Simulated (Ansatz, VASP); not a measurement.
## Two plane-wave programs on SiNi3

```
CELL_PARAMETERS angstrom
3.50627 0.00000 0.00000
0.00000 3.50627 0.00000
0.00000 0.00000 3.50627
ATOMIC_POSITIONS crystal
Si 0.00000 0.00000 0.00000
Ni 0.00000 0.50000 0.50000
Ni 0.50000 0.00000 0.50000
Ni 0.50000 0.50000 0.00000
```

Alike in both runs: task single point; functional PBE; k mesh 12 × 12 × 12; occupations gaussian, width 0.1 eV; no spin polarisation.

|  | VASP | Ansatz |
| --- | --- | --- |
| version | VASP 6.6.1 | Ansatz 0.2.0 |
| potentials or method | VASP PAW PBE potentials, release 64 (Si, Ni) | scalar-relativistic, plane waves, PAW |
| plane-wave cutoff (eV) | 520 | 420 |
| valence electrons in the cell | 34 | 58 |

VASP gave:

| Quantity | Value |
| --- | --- |
| gap on the k mesh at the Fermi level (eV) | none |
| pressure (GPa) | 0.1 |

Q: Estimate Ansatz's values.

A: gap on the k mesh at the Fermi level (eV): none; pressure (GPa): 0.0.

A gap of «none» marks a metal or a gap that the smearing closes. The two sets of potentials don't hold the same shells in valence.

Spin polarisation is off, so any magnetic state and its effect on volume and gap are missing.
